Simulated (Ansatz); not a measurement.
# Ag in Ansatz: the effect of functional

The system is Ag.

```
CELL_PARAMETERS angstrom
-1.66662 1.66662 1.66662
1.66662 -1.66662 1.66662
1.66662 1.66662 -1.66662
ATOMIC_POSITIONS crystal
Ag 0.00000 0.00000 0.00000
```

This isn't the form of Ag at room conditions, which is fcc.

The cell isn't the ideal one: volume scaled by 1.02.

Alike in all runs:

- Program: Ansatz 0.2.0
- Task: single point
- Potentials or basis: Ansatz PAW
- k mesh: 11 × 11 × 11
- Occupations: fermi-dirac, width 0.05 eV
- Spin: no spin polarisation

| functional | cutoff | pressure (GPa) |
| --- | --- | --- |
| LDA | 420 eV (not typed: the program's choice for these potentials) | ? |
| PBEsol | 420 eV (not typed: the program's choice for these potentials) | -8.6 |
| r2SCAN | 500 eV (not typed: the program's choice for these potentials) | -5.2 |

Problem. What does the run with functional LDA give?

Solution. Pressure -12.7 GPa.

Caveats: the PAW data sets come from PBE, with cores solved anew for the run's functional, which leaves a small shift of forces and pressure.
